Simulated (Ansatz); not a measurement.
The system is AlPt.

```
Pt Al
1.0
     3.09155    0.00000    0.00000
     0.00000    3.09155    0.00000
     0.00000    0.00000    3.09155
Pt Al
1 1
Direct
  0.50000 0.50000 0.50000
  0.00000 0.00000 0.00000
```

Measurements of this composition are mostly on another form, of space group No. 198.

Base run:

- Program: Ansatz 0.2.0
- Functional: PBEsol
- Potentials or basis: Ansatz PAW
- Cutoff: 420 eV
- Density cutoff: 1680 eV
- k mesh: 9 × 9 × 9
- Occupations: fermi-dirac, width 0.05 eV
- Spin: no spin polarisation

Its results: band gap on the k mesh none (metal or under the smearing width); pressure -5.8 GPa.

The run is repeated on the same cell with these changes: functional from PBEsol to r2SCAN; cutoff from 420 eV to 500 eV; density cutoff from 1680 eV to 2000 eV. What comes out?

Band gap on the k mesh none (metal or under the smearing width); pressure -4.8 GPa.

Caveats: the PAW data sets come from PBE, with cores solved anew for the run's functional, which leaves a small shift of forces and pressure.

Not every run made on this cell is shown here.
